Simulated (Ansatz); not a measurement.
As:

```xyz
2
Lattice="1.8808 1.0859 3.5141 -1.8808 1.0859 3.5141 0.0000 -2.1718 3.5141" Properties=species:S:1:pos:R:3 pbc="T T T"
As    0.0000    0.0000    2.3825
As    0.0000    0.0000    8.1597
```

| Item | Value |
| --- | --- |
| Program | Ansatz 0.2.0 |
| Task | relaxation of cell and atoms |
| Functional | PBEsol |
| Dispersion | D3(BJ) |
| Potentials or basis | all-electron PAW datasets made for the crystal |
| k mesh | 9 × 9 × 9 |
| Occupations | fermi-dirac, width 0.1 eV |
| Spin | collinear spin, antiferromagnetic start |
| Starting moments | [0.5, -0.5] μB |

At the start: volume 21.53 Å³/atom.

**Question.** How do energy, volume and symmetry change on relaxing?

**Answer.** Over 6 steps the energy falls by 30.8 meV/atom and the volume is 19.79 Å³/atom (-8.1 %); space group R-3m (No. 166, to 0.05 Å); moment 0.00 μB per cell.

The path:
```csv
step,energy change (eV),largest force (eV/Å),volume (Å³)
1,0.0000,0.3631,43.06
2,-0.0397,0.1782,38.80
3,-0.0585,0.0812,39.67
4,-0.0614,0.0257,39.52
5,-0.0618,0.0013,39.58
6,-0.0617,0.0013,39.58
```

Final structure:
```
CELL_PARAMETERS angstrom
1.87198 1.08079 3.26044
-1.87198 1.08079 3.26044
0.00000 -2.16158 3.26044
ATOMIC_POSITIONS crystal
As 0.23246 0.23246 0.23246
As 0.76754 0.76754 0.76754
```

Caveat: the program listed the state as in doubt; the starting moments weren't kept.
